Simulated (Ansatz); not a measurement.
## AgCl: energy along a strain

AgCl, Pm-3m, a = 3.434 Å (as given, not relaxed at this level: -7.6 GPa). This isn't the usual stable structure of the compound. Ansatz: LDA, PAW, 420 eV, Γ-centred 10×10×10 mesh on 2 atoms, Gaussian smearing 0.03 eV; no spin polarisation. Cell vectors (Å): 3.434 0.000 0.000; 0.000 3.434 0.000; 0.000 0.000 3.434. The cell is strained by x per cent times the pattern (0 1 0 0 0 0) in the order xx yy zz yz xz xy (engineering shears), with fractional coordinates held. y is the free energy over the start, V0 = 20.247 Å³/atom.

| x (%) | y (meV/atom) |
| --- | --- |
| -4.00 | ? |
| -3.00 | -24.86 |
| -2.00 | -17.48 |
| -1.00 | -9.17 |
| 0.00 | 0.00 |
| 1.00 | 9.97 |
| 2.00 | 20.70 |
| 3.00 | 32.12 |
| 3.50 | 38.08 |
| 4.00 | 44.20 |

Task: Fit y = c1 x + c2 x² + c3 x³ to the other rows, get the stiffness along the pattern, and predict the missing energy.

Result: Least squares on the rows shown. y = 9.5786 x + 0.40335 x² − 0.0089448 x³. The clamped-ion stiffness p·C·p = 2 × 4.034 eV × 160.2 / 20.247 Å³ = 64 GPa, which is C22 in these axes (C11 of the cubic crystal) (second derivative at the start, which stands under stress). At x = -4.00 the fit asked for gives -31.29 meV/atom. The run gave -31.23 meV/atom, so the fit is 0.06 meV/atom too low, a small miss on the scale of the series.